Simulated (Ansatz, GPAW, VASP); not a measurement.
One calculation of Cu, 3 ways

```xyz
1
Lattice="0.0000 1.8075 1.8075 1.8075 0.0000 1.8075 1.8075 1.8075 0.0000" Properties=species:S:1:pos:R:3 pbc="T T T"
Cu    0.0000    0.0000    0.0000
```

Alike in all runs: task single point; functional PBE; k mesh 13 × 13 × 13; occupations gaussian, width 0.027 eV; no spin polarisation; no spin-orbit coupling. Pressure is positive in compression and, in plane waves, holds the error of the finite cutoff.

```tsv
program and potentials	plane-wave cutoff (eV)	notes	pressure (GPa)
Ansatz, all-electron LAPW, scalar-relativistic	-	-	1.65
VASP, PBE PAW files Cu, 520 eV	520	-	?
GPAW, GPAW PAW data sets (gpaw-data 1.2.1)	600	-	3.07
```

Estimate from the other rows what the run with VASP, PBE PAW files Cu, 520 eV gave.

Pressure 2.51 GPa. The other rows, which needn't bracket it: pressure 1.65 to 3.07.
